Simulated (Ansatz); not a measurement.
## A series in volume per atom on Te

All results are calculated (Ansatz 0.2.0 development build). Equation of state of a cubic crystal from periodic Kohn-Sham density functional theory without spin; pressure corrected for the finite basis.

Cell of the first row (space group Fd-3m, No. 227):
```
CELL_PARAMETERS angstrom
0.00000 3.49530 3.49530
3.49530 0.00000 3.49530
3.49530 3.49530 0.00000
ATOMIC_POSITIONS crystal
Te 0.00000 0.00000 0.00000
Te 0.25000 0.25000 0.25000
```

Settings of every row: formula Te; structure type diamond; functional r2SCAN; spin treatment none; k mesh 8x8x8; occupation method fermi-dirac; occupation width 0.1 eV; wave cutoff 500 eV; datasets soft-1 PAW; density cutoff ratio 4.

Limits: a cubic model structure, not a phase known at ambient conditions; modest k-mesh, values are not fully converged in k; no spin-orbit coupling, which can matter with elements this heavy.

```
row  volume per atom (Å³)  pressure (GPa)  energy above lowest point (meV/atom)
  1                42.701           2.184                                 18.87
  2                44.094           1.057                                  4.91
  3                45.486               ?                                     ?
  4                46.878          -0.714                                  2.76
  5                48.271          -1.406                                 12.06
```

Question: what pressure should row 3 give?

Worked fit of pressure. Take u = (V_r/V)^(2/3) − 1 with V_r = 45.486 Å³ an atom, which is twice the finite (Eulerian) strain; such expansions in the strain, on which the Birch-Murnaghan equation of state is built, carry the rest volume and the bulk modulus. The shown rows have u = 0.04302, 0.02094, -0.0199, -0.03884. Least squares give pressure = 0.0994 + 43.336 × u + 118.55 × u² GPa; a straight line predicts inner rows, each left out in turn, worse (root mean square 0.11 against 0.0049 GPa). The rows lie off it by 0.001, -0.002, 0.002, -0.001. The pressure vanishes at u = -0.0023, or V = 45.64 Å³ an atom, and there the bulk modulus at fixed shape and fractions is B = −V dP/dV = (2/3)(1 + u) dP/du = 28.5 GPa. The withheld row has u = 0, so the fit gives 0.0994 + 43.336 × (0) + 118.55 × (0)² = 0.099 GPa.

The calculation gave 0.1 GPa. The fit lies 0.001 GPa (1 % of the value, 0.028 % of the column's range) below it, one unit of the last digit.

The other values of row 3: energy above lowest point 0 meV/atom.
